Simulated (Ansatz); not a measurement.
# Tantalum, omega (AlB2-type) under revPBE: structure, energy and stiffness, part 2 of 2

Aim: take tantalum in the omega (AlB2-type) structure, relax it, solve it on a dense k-mesh, then scale the cell to 7 volumes from 88 to 112 % of the relaxed one and try a fit of the equation of state. Spin polarisation is left out. The k-meshes are 8×8×11 for the relaxation; 10×10×15 for the dense run; 9×9×13 for the volumes.

Ansatz 0.2.0; DFT, revPBE, plane waves (420 eV) with PAW, scalar-relativistic.

## 5. Equation of state: 92 %

Input file input.yaml:

```yaml
crystal:
  lattice:
    - [4.7507983511, 0.0, 0.0]
    - [-2.3753991755, 4.1143120603, 0.0]
    - [0.0, 0.0, 2.667697182]
  atoms:
    - { symbol: Ta, position: [0.0, 1.0, 0.0] }
    - { symbol: Ta, position: [0.3333333333, 0.6666666667, 0.5] }
    - { symbol: Ta, position: [0.6666666667, 0.3333333333, 0.5] }
hamiltonian:
  xc: revpbe
  pseudopotentials:
    kind: paw
    azcp:
      Ta: "pseudopotentials/Ta.paw.azcp"
basis:
  ecutwfc: 420
  fft_grid_basis: typed
kpoints:
  mp_grid: { grid: [9, 9, 13], shift: [0, 0, 0] }
magnetization:
  spin_polarized: false
scf:
  occupations: { method: fermi_dirac, width: 0.1 }
  lower_state_search: "off"
output:
  stress: true
  write_density: true
  write_potential: true
  elf: true
  volumetric_format: npy
```

The program printed:

```text
Warning: RAYON_NUM_THREADS=2 ignored (pool sized by the plan → 2); use --threads N
Engine: ansatz 0.2.0, aarch64-unknown-linux-gnu
Pseudopotentials: kind: paw
Pseudopotential: Ta, paw, valence charge 13, recommended cutoff 420 eV (normal), <dir>
Functional definition: revPBE
  parameter kappa = 1.245
  parameter beta = 0.06672455060314922
  exchange = pbe_x(kappa = kappa, mu = beta*pi^2/3)
  correlation = pbe_c(beta = beta)
Crystal: 3 atoms, lattice volume = 52.144 Å³
Basis set: ecut = 420 eV, 1023 PW (Γ)
Bands: 24, of which v1, the nominal top of the filled ones, is band 20 counted from 1 (19 counted from 0)
Symmetry: 24 space group operations
Space group: P6/mmm (ITA 191), of the structure as read, at distance tolerance 3.7e-5 Å
k-points: 84 of 1053
Non-local potential: Ta, projectors of the file, l = 0: 3, l = 1: 2, l = 2: 2, l = 3: 1
PAW form: soft (Blöchl's): semilocal exchange-correlation on the pseudo side does not see the compensation charge
PAW frozen core: Ta, regenerated for the run's functional, and the local potential with it (the file was generated under x = pbe(κ = 0.804, μ = 0.2195149727645171), c = pbe(β = 0.06672455060314922))
PAW one-centre angular grid: Ta, 590 points (default); XC on 64 Gauss nodes
Initial density: superposition of atomic densities (neutral atoms: chi_scale 0, normalization atom), corrected by the library's trained network
Initial wavefunctions: pseudopotential atomic-orbital guess
Functional: x = revpbe(κ = 1.245, μ = 0.2195149727645171), c = pbe(β = 0.06672455060314922)
SCF iter   1: F=—  HF=-29822.730667 eV  |F-HF|=—  |Δ(HF+E_count)|=         —  Δρ=1.22e-2  dr2=1.06e-1  ethr=1.77e-3  ⟨swp⟩=4.9  Hψ=8409  notcnv=0
preconditioner: auto → none  [metal: Δε(μ)=0.005 eV  Ē_g=4.331 eV  σ=0.100 eV  W_gap=0.01  n_scr=8 (ndim 8)  ℏωp=19.9 eV  f_vac=0.000  D(μ)=2.94/eV (n_scr^D=32)  sad-step TF]
SCF iter   2: F=—  HF=-29822.720965 eV  |F-HF|=—  |Δ(HF+E_count)|=   9.70e-3  Δρ=7.65e-3  dr2=5.33e-2  ethr=2.73e-4  ⟨swp⟩=1.0  Hψ=2688  notcnv=0
SCF iter   3: F=—  HF=-29822.712839 eV  |F-HF|=—  |Δ(HF+E_count)|=   8.13e-3  Δρ=1.04e-3  dr2=9.07e-4  ethr=1.37e-4  ⟨swp⟩=2.0  Hψ=2486  notcnv=0
SCF iter   4: F=—  HF=-29822.712738 eV  |F-HF|=—  |Δ(HF+E_count)|=   1.01e-4  Δρ=2.54e-4  dr2=2.00e-5  ethr=2.33e-6  ⟨swp⟩=2.0  Hψ=2648  notcnv=0
SCF iter   5: F=—  HF=-29822.712738 eV  |F-HF|=—  |Δ(HF+E_count)|=   4.60e-7  Δρ=4.47e-5  dr2=8.00e-7  ethr=5.13e-8  ⟨swp⟩=2.5  Hψ=3053  notcnv=0
SCF iter   6: F=-29822.712738 eV  HF=-29822.712738 eV  |F-HF|=3.00e-9  |Δ(HF+E_count)|=   8.54e-8  Δρ=7.03e-6  dr2=8.76e-9  ethr=2.56e-10  ⟨swp⟩=9.6  Hψ=14068  notcnv=0
the search or the solves at the SCF's close seem to have found levels that the self-consistency loop had missed (the run counts 2). By its estimate they hold under 1e-12 electrons; where the run keeps them, the occupations were computed again with them
SCF 1 converged in 6 iterations: F = -29822.712738 eV  dr2 = 8.76e-9
SCF converged after 6 iterations
Free energy (F): -29822.712738 eV
Harris-Foulkes:  -29822.712738 eV  (|F-HF|=3.00e-9)
Internal energy: -29822.616156 eV  (E = F + TS)
E sigma→0 (E₀):  -29822.664447 eV
Entropy (-TS):   -0.096582 eV (-32.194 meV/atom)
Fermi energy:    19.777133 eV
--- Per-component energies (eV) ---
  E_band       = -277.183940
  E_kinetic    = 1104.473157
  E_local      = -1596.662776  (includes V_loc(G=0)·N_el)
  E_nonlocal   = 44.916213
  E_hartree    = 561.596521
  E_xc         = -658.081670
  E_vxc        = -614.648447  (∫ρ·V_xc dr)
  E_paw        = -25217.189103  (= ΣΔE_a)
  E_vpaw       = -338.455201  (= ΣTr[D̂ρ^β])
  E_aug_tail   = 0.000497  (compensation charges beyond the density's cutoff)
  E_ewald      = -4061.611182
  E_core_change = -0.057814  (= ΣΔE_core)
  E_smearing   = -0.096582  (= −TS)
  E_closure    = -0.000000  (closes the sum)
  Σ components = -29822.712738   (vs F -29822.712738, Δ=0.00e0)
--- Stress (GPa, compression-positive) ---
       16.997335      -0.000000       0.000000
       -0.000000      16.997335       0.000000
        0.000000       0.000000      18.418314
  P = ⅓ Tr σ = 17.4710 GPa (174.710 kbar)
--- Band table (eV; the first three rows and the last of 84) ---
  k-point 0: bands = ["-47.5568", "-47.4295", "-47.4059", "-14.5161", "-14.5161", "-14.2509", "-14.2509", "-13.5170", "-13.5170", "-13.4223", "-13.2039", "-13.1828", "11.4662", "15.8960", "17.6431", "18.2942", "18.2942", "18.3033", "18.3033", "19.0360", "20.8181", "20.8181", "23.2683", "23.2683"]
  k-point 1: bands = ["-47.5490", "-47.4238", "-47.3993", "-14.5049", "-14.5049", "-14.2331", "-14.2331", "-13.5164", "-13.5164", "-13.5123", "-13.2912", "-13.2779", "11.6720", "16.1986", "18.0265", "18.1692", "18.1692", "18.2165", "18.2165", "19.3183", "20.8137", "20.8137", "23.0574", "23.0574"]
  k-point 2: bands = ["-47.5275", "-47.4082", "-47.3812", "-14.4735", "-14.4735", "-14.1824", "-14.1824", "-13.7561", "-13.5355", "-13.5280", "-13.5163", "-13.5163", "12.2492", "17.0206", "17.7699", "17.7699", "17.9839", "17.9839", "19.1429", "20.1657", "20.8264", "20.8264", "22.3635", "22.3635"]
  k-point 83: bands = ["-47.3557", "-47.3557", "-47.3360", "-14.8512", "-14.7558", "-14.7558", "-14.2331", "-13.9625", "-13.9625", "-13.8144", "-13.8144", "-13.4718", "15.0274", "16.7557", "16.7557", "17.5717", "17.5717", "18.2079", "19.6178", "19.6178", "20.8686", "20.8686", "21.5362", "23.5779"]
```

Wall time 3 s (2 threads of an Arm CPU, shared host); peak memory 0.36 GiB.

Density in a lattice plane of the grid's cell (edges 4.75 and 4.75 Å, at 0.500 of the third edge), which holds Ta.

Values in e/Å³, 12 rows by 12 columns:
```
0.37 0.31 0.27 0.29 0.38 0.54 0.54 0.38 0.29 0.27 0.31 0.37
0.29 0.27 0.30 0.53 1.78 2.73 1.79 0.53 0.30 0.27 0.29 0.31
0.27 0.29 0.53 2.68 4.55 4.55 2.68 0.53 0.29 0.27 0.27 0.27
0.29 0.38 1.78 4.55 3.10 4.55 1.78 0.37 0.29 0.29 0.30 0.29
0.31 0.54 2.73 4.55 4.55 2.73 0.54 0.31 0.37 0.53 0.53 0.38
0.33 0.54 1.79 2.68 1.78 0.54 0.33 0.54 1.78 2.68 1.79 0.54
0.31 0.38 0.53 0.53 0.37 0.31 0.54 2.73 4.55 4.55 2.73 0.54
0.29 0.29 0.30 0.29 0.29 0.37 1.78 4.55 3.10 4.55 1.78 0.38
0.27 0.27 0.27 0.27 0.29 0.53 2.68 4.55 4.55 2.68 0.53 0.29
0.29 0.31 0.29 0.27 0.30 0.53 1.79 2.73 1.78 0.53 0.30 0.27
0.37 0.37 0.31 0.27 0.29 0.38 0.54 0.54 0.38 0.29 0.27 0.31
0.44 0.37 0.29 0.27 0.29 0.31 0.33 0.31 0.29 0.27 0.29 0.37
```
Columns run along the first of these edges and rows up along the second, over one cell in 12 and 12 even steps from the bottom left corner. Atoms in the plane (fractional): Ta at (0.33, 0.67), Ta at (0.67, 0.33).

ELF in the same plane.

Ten even steps from '0' (0.06) to '9' (0.74):
```
444567764322223567765444
445666433344332356655444
556653346788742356665444
677533589999963356766556
776326997579962367776667
763259940159952467766667
642489610389733565444456
432699634897323433332234
322699989973222234554322
222589998522222589998522
322345543222237998999622
443223333432379843699623
665444456533798301698424
776666776425995104995236
776667776326997579962367
665566765336999998533577
544456665324788764335665
444455665323344333466654
444456776532222346776544
444456776532223567765444
```
Columns run along the first of these edges and rows up along the second, over one cell in 24 and 20 even steps from the bottom left corner. Atoms in the plane (fractional): Ta at (0.33, 0.67), Ta at (0.67, 0.33).

Both are smooth fields of the valence electrons: close to the nuclei they are not physical.

Maxima of ELF outside the ion cores: 0.60 between the atoms, 1.7 Å from Ta.

## 6. Equation of state: 96 %

input.yaml, as its differences from that of step 5:

```diff
@@ -2,5 +2,5 @@
   lattice:
-    - [4.7507983511, 0.0, 0.0]
-    - [-2.3753991755, 4.1143120603, 0.0]
-    - [0.0, 0.0, 2.667697182]
+    - [4.8186760696, 0.0, 0.0]
+    - [-2.4093380348, 4.1730958889, 0.0]
+    - [0.0, 0.0, 2.7058122913]
   atoms:
@@ -27,5 +27 @@
   stress: true
-  write_density: true
-  write_potential: true
-  elf: true
-  volumetric_format: npy
```

The program printed, cut to the lines that bear on the results:

```text
Warning: RAYON_NUM_THREADS=2 ignored (pool sized by the plan → 2); use --threads N
[...]
[... 3 set-up lines as earlier in the session ...]
[...]
Crystal: 3 atoms, lattice volume = 54.411 Å³
Basis set: ecut = 420 eV, 1065 PW (Γ)
Bands: 24, of which v1, the nominal top of the filled ones, is band 20 counted from 1 (19 counted from 0)
[... 2 set-up lines as earlier in the session ...]
k-points: 84 of 1053
[...]
SCF iter   1: F=—  HF=-29822.904410 eV  |F-HF|=—  |Δ(HF+E_count)|=         —  Δρ=1.09e-2  dr2=9.81e-2  ethr=1.77e-3  ⟨swp⟩=4.8  Hψ=8342  notcnv=0
[...]
SCF iter   6: F=-29822.890168 eV  HF=-29822.890168 eV  |F-HF|=1.47e-9  |Δ(HF+E_count)|=   8.78e-8  Δρ=7.23e-6  dr2=1.14e-8  ethr=2.56e-10  ⟨swp⟩=5.0  Hψ=7416  notcnv=0
[...]
SCF converged after 6 iterations
Free energy (F): -29822.890168 eV
[...]
E sigma→0 (E₀):  -29822.839396 eV
Entropy (-TS):   -0.101544 eV (-33.848 meV/atom)
Fermi energy:    18.862836 eV
[...]
--- Stress (GPa, compression-positive) ---
        7.738777       0.000000       0.000000
        0.000000       7.738777       0.000000
        0.000000       0.000000       8.238686
  P = ⅓ Tr σ = 7.9054 GPa (79.054 kbar)
```

It took 2.3 s on 2 threads of an Arm CPU, shared host; peak memory 0.36 GiB.

## 7. Equation of state: 100 %

input.yaml, as its differences from that of step 6:

```diff
@@ -2,5 +2,5 @@
   lattice:
-    - [4.8186760696, 0.0, 0.0]
-    - [-2.4093380348, 4.1730958889, 0.0]
-    - [0.0, 0.0, 2.7058122913]
+    - [4.8846935344, 0.0, 0.0]
+    - [-2.4423467672, 4.2302686905, 0.0]
+    - [0.0, 0.0, 2.7428828196]
   atoms:
```

The program printed, cut to the lines that bear on the results:

```text
Warning: RAYON_NUM_THREADS=2 ignored (pool sized by the plan → 2); use --threads N
[...]
[... 3 set-up lines as earlier in the session ...]
[...]
Crystal: 3 atoms, lattice volume = 56.678 Å³
Basis set: ecut = 420 eV, 1107 PW (Γ)
Bands: 24, of which v1, the nominal top of the filled ones, is band 20 counted from 1 (19 counted from 0)
[... 2 set-up lines as earlier in the session ...]
k-points: 84 of 1053
[...]
SCF iter   1: F=—  HF=-29822.955649 eV  |F-HF|=—  |Δ(HF+E_count)|=         —  Δρ=9.75e-3  dr2=8.99e-2  ethr=1.77e-3  ⟨swp⟩=4.8  Hψ=8373  notcnv=0
[...]
SCF iter   6: F=-29822.944337 eV  HF=-29822.944337 eV  |F-HF|=1.57e-9  |Δ(HF+E_count)|=   6.78e-8  Δρ=7.00e-6  dr2=1.44e-8  ethr=2.56e-10  ⟨swp⟩=4.9  Hψ=7321  notcnv=0
[...]
SCF converged after 6 iterations
Free energy (F): -29822.944337 eV
[...]
E sigma→0 (E₀):  -29822.891532 eV
Entropy (-TS):   -0.105611 eV (-35.204 meV/atom)
Fermi energy:    18.018399 eV
[...]
--- Stress (GPa, compression-positive) ---
        0.091764      -0.000000       0.000000
       -0.000000       0.091764      -0.000000
        0.000000      -0.000000      -0.185457
  P = ⅓ Tr σ = -0.0006 GPa (-0.006 kbar)
```

Wall time 2.3 s (2 threads of an Arm CPU, shared host); peak memory 0.36 GiB.

## 8. Equation of state: 104 %

input.yaml, as its differences from that of step 7:

```diff
@@ -2,5 +2,5 @@
   lattice:
-    - [4.8846935344, 0.0, 0.0]
-    - [-2.4423467672, 4.2302686905, 0.0]
-    - [0.0, 0.0, 2.7428828196]
+    - [4.9489731892, 0.0, 0.0]
+    - [-2.4744865946, 4.2859365045, 0.0]
+    - [0.0, 0.0, 2.7789775223]
   atoms:
```

The program printed, cut to the lines that bear on the results:

```text
Warning: RAYON_NUM_THREADS=2 ignored (pool sized by the plan → 2); use --threads N
[...]
[... 3 set-up lines as earlier in the session ...]
[...]
Crystal: 3 atoms, lattice volume = 58.945 Å³
Basis set: ecut = 420 eV, 1155 PW (Γ)
Bands: 24, of which v1, the nominal top of the filled ones, is band 20 counted from 1 (19 counted from 0)
[... 1 set-up line as earlier in the session ...]
Space group: P6/mmm (ITA 191), of the structure as read, at distance tolerance 3.9e-5 Å
k-points: 84 of 1053
[...]
SCF iter   1: F=—  HF=-29822.905774 eV  |F-HF|=—  |Δ(HF+E_count)|=         —  Δρ=8.86e-3  dr2=8.32e-2  ethr=1.77e-3  ⟨swp⟩=4.6  Hψ=8405  notcnv=0
[...]
SCF iter   6: F=-29822.896594 eV  HF=-29822.896594 eV  |F-HF|=1.50e-8  |Δ(HF+E_count)|=   7.32e-7  Δρ=9.01e-6  dr2=4.47e-8  ethr=2.56e-10  ⟨swp⟩=3.6  Hψ=8362  notcnv=0
[...]
SCF converged after 6 iterations
Free energy (F): -29822.896594 eV
[...]
E sigma→0 (E₀):  -29822.841982 eV
Entropy (-TS):   -0.109224 eV (-36.408 meV/atom)
Fermi energy:    17.235436 eV
[...]
--- Stress (GPa, compression-positive) ---
       -6.230310      -0.000000       0.000000
        0.000000      -6.230310      -0.000000
        0.000000      -0.000000      -7.161752
  P = ⅓ Tr σ = -6.5408 GPa (-65.408 kbar)
```

Run time: 2.4 s. Hardware: 2 threads of an Arm CPU, shared host; peak memory 0.36 GiB.

## 9. Equation of state: 108 %

input.yaml, as its differences from that of step 8:

```diff
@@ -2,5 +2,5 @@
   lattice:
-    - [4.9489731892, 0.0, 0.0]
-    - [-2.4744865946, 4.2859365045, 0.0]
-    - [0.0, 0.0, 2.7789775223]
+    - [5.0116250705, 0.0, 0.0]
+    - [-2.5058125352, 4.3401946253, 0.0]
+    - [0.0, 0.0, 2.8141581877]
   atoms:
```

The program printed, cut to the lines that bear on the results:

```text
Warning: RAYON_NUM_THREADS=2 ignored (pool sized by the plan → 2); use --threads N
[...]
[... 3 set-up lines as earlier in the session ...]
[...]
Crystal: 3 atoms, lattice volume = 61.212 Å³
Basis set: ecut = 420 eV, 1251 PW (Γ)
Bands: 24, of which v1, the nominal top of the filled ones, is band 20 counted from 1 (19 counted from 0)
[... 2 set-up lines as earlier in the session ...]
k-points: 84 of 1053
[...]
SCF iter   1: F=—  HF=-29822.772511 eV  |F-HF|=—  |Δ(HF+E_count)|=         —  Δρ=8.23e-3  dr2=7.89e-2  ethr=1.77e-3  ⟨swp⟩=4.4  Hψ=8371  notcnv=0
[...]
SCF iter   6: F=-29822.764572 eV  HF=-29822.764572 eV  |F-HF|=3.50e-8  |Δ(HF+E_count)|=   8.48e-7  Δρ=1.01e-5  dr2=7.29e-8  ethr=2.56e-10  ⟨swp⟩=3.7  Hψ=8381  notcnv=0
[...]
SCF converged after 6 iterations
Free energy (F): -29822.764572 eV
[...]
E sigma→0 (E₀):  -29822.708304 eV
Entropy (-TS):   -0.112536 eV (-37.512 meV/atom)
Fermi energy:    16.507012 eV
[...]
--- Stress (GPa, compression-positive) ---
      -11.455211       0.000000       0.000000
        0.000000     -11.455211       0.000000
        0.000000       0.000000     -12.933492
  P = ⅓ Tr σ = -11.9480 GPa (-119.480 kbar)
```

It took 2.4 s on 2 threads of an Arm CPU, shared host; peak memory 0.37 GiB.

## 10. Equation of state: 112 %

input.yaml, as its differences from that of step 9:

```diff
@@ -2,5 +2,5 @@
   lattice:
-    - [5.0116250705, 0.0, 0.0]
-    - [-2.5058125352, 4.3401946253, 0.0]
-    - [0.0, 0.0, 2.8141581877]
+    - [5.0727484734, 0.0, 0.0]
+    - [-2.5363742367, 4.393129045, 0.0]
+    - [0.0, 0.0, 2.8484805726]
   atoms:
@@ -27 +27,5 @@
   stress: true
+  write_density: true
+  write_potential: true
+  elf: true
+  volumetric_format: npy
```

The program printed, cut to the lines that bear on the results:

```text
Warning: RAYON_NUM_THREADS=2 ignored (pool sized by the plan → 2); use --threads N
[...]
[... 3 set-up lines as earlier in the session ...]
[...]
Crystal: 3 atoms, lattice volume = 63.479 Å³
Basis set: ecut = 420 eV, 1251 PW (Γ)
Bands: 24, of which v1, the nominal top of the filled ones, is band 20 counted from 1 (19 counted from 0)
[... 1 set-up line as earlier in the session ...]
Space group: P6/mmm (ITA 191), of the structure as read, at distance tolerance 4.0e-5 Å
k-points: 84 of 1053
[...]
SCF iter   1: F=—  HF=-29822.570235 eV  |F-HF|=—  |Δ(HF+E_count)|=         —  Δρ=7.84e-3  dr2=7.81e-2  ethr=1.77e-3  ⟨swp⟩=4.4  Hψ=8295  notcnv=0
[...]
SCF iter   6: F=-29822.562902 eV  HF=-29822.562902 eV  |F-HF|=2.60e-8  |Δ(HF+E_count)|=   7.50e-7  Δρ=9.74e-6  dr2=6.54e-8  ethr=2.56e-10  ⟨swp⟩=7.4  Hψ=13504  notcnv=0
[...]
SCF converged after 6 iterations
Free energy (F): -29822.562902 eV
[...]
E sigma→0 (E₀):  -29822.505120 eV
Entropy (-TS):   -0.115565 eV (-38.522 meV/atom)
Fermi energy:    15.827592 eV
[...]
--- Stress (GPa, compression-positive) ---
      -15.772713      -0.000000       0.000000
       -0.000000     -15.772713      -0.000000
        0.000000      -0.000000     -17.697438
  P = ⅓ Tr σ = -16.4143 GPa (-164.143 kbar)
--- Band table (eV; the first three rows and the last of 84) ---
  k-point 0: bands = ["-52.0635", "-51.9795", "-51.9285", "-18.6638", "-18.6638", "-18.6050", "-18.6050", "-18.1686", "-18.1686", "-18.0651", "-17.9569", "-17.9405", "8.2820", "12.6802", "13.8591", "14.4544", "14.4544", "14.4849", "14.4849", "15.2547", "16.7557", "16.7557", "18.7159", "18.7159"]
[...]
```

Wall time 3.5 s (2 threads of an Arm CPU, shared host); peak memory 0.38 GiB.

## 11. Energy and pressure against volume

The cell was scaled evenly, with its shape and the fractional positions fixed.

| V (Å³/atom) | E − E₀ (meV/atom) | P from the stress (GPa) | P from the fit (GPa) |
| --- | --- | --- | --- |
| 16.625 | 183.5 | 29.07 | 28.84 |
| 17.381 | 75.7 | 17.47 | 17.27 |
| 18.137 | 17.4 | 7.91 | 7.74 |
| 18.893 | 0.0 | 0.00 | -0.13 |
| 19.648 | 16.5 | -6.54 | -6.65 |
| 20.404 | 61.1 | -11.95 | -12.06 |
| 21.160 | 128.8 | -16.41 | -16.54 |

Fit (Birch-Murnaghan, third order): V₀ = 18.879 Å³/atom, B₀ = 179 GPa, B₀′ = 3.7, largest residual 0.03 meV/atom.

The fit is made to E(σ → 0), while the stress belongs to the free energy F; that is one source of the offset between the two pressures.

## 12. Summary of results

This closing draws on all 2 parts.

```
                      quantity                                   value
space group (spins left aside)                        P6/mmm (No. 191)
             conventional cell  a = 4.885 Å, c = 2.743 Å (c/a = 0.562)
                        volume                          18.893 Å³/atom
             shortest distance                                 2.743 Å
               gap on the mesh            none (levels filled in part)
               relative to bcc                           +222 meV/atom
                   V₀, B₀, B₀′            18.879 Å³/atom, 179 GPa, 3.7
```

From the guessed start the volume grew by 4.6 % in 6 steps. Against the reference form of tantalum (bcc, computed apart with the same settings) it stands 222 meV/atom higher. No gap shows: it is a metal or semimetal at this level. The fitted modulus is 179 GPa; letting shape and positions relax at each volume could only lower it. The symmetry was held, so the structure may be unstable against distortions that break it.
